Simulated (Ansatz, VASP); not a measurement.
# One calculation of V, two programs

POSCAR

```
V
1.0
   -1.4917693513      1.4917693513      1.4917693513
    1.4917693513     -1.4917693513      1.4917693513
    1.4917693513      1.4917693513     -1.4917693513
V
1
Direct
    0.0000000000      0.0000000000      0.0000000000
```

The input INCAR.step1:

```
  ALGO = Normal
  EDIFF = 1E-4
  ENCUT = 520
  GGA = PE
  ISMEAR = 0
  LASPH = T
  LCHARG = F
  LREAL = F
  LWAVE = T
  NBANDS = 12
  NELM = 100
  PREC = Accurate
  SIGMA = 1.0
```

INCAR.step2

```
  ALGO = Normal
  EDIFF = 1E-7
  ENCUT = 520
  ISIF = 2
  ISMEAR = 0
  ISTART = 1
  LASPH = T
  LCHARG = F
  LMIXTAU = T
  LREAL = F
  LWAVE = F
  METAGGA = R2SCAN
  NBANDS = 12
  NELM = 100
  PREC = Accurate
  SIGMA = 1.0
```

File KPOINTS:

```
k-points
0
Gamma
  15 15 15
```

Input for Ansatz:

```yaml
crystal:
  lattice:
    - [-1.4917693513, 1.4917693513, 1.4917693513]
    - [1.4917693513, -1.4917693513, 1.4917693513]
    - [1.4917693513, 1.4917693513, -1.4917693513]
  atoms:
    - { symbol: V, position: [0.0, 0.0, 0.0] }
hamiltonian:
  xc: r2scan
  pseudopotentials:
    kind: paw
    azcp:
      V: "pseudopotentials/V.paw.azcp"
basis:
  ecutwfc: 500
  fft_grid_basis: typed
kpoints:
  mp_grid: { grid: [15, 15, 15], shift: [0, 0, 0] }
magnetization:
  spin_polarized: false
scf:
  occupations: { method: gaussian, width: 1.0 }
  lower_state_search: "off"
output:
  stress: true
```

Alike in both runs: task single point; functional r2SCAN; k mesh 15 × 15 × 15; occupations gaussian, width 1 eV; no spin polarisation.

```csv
,VASP,Ansatz
version,VASP 6.6.1,Ansatz 0.2.0
potentials or method,"VASP PAW PBE potentials, release 64 (V_sv)","plane waves (500 eV) with PAW, scalar-relativistic"
plane-wave cutoff (eV),520,500
valence electrons in the cell,13,13
```

Ansatz gave:

```
pressure (GPa) : 4.0
```

Question: Which values does VASP return?

Answer: Pressure (GPa): 4.7.

Caveats: the PAW data sets were made with another functional, which shifts forces and pressure a little (VASP).
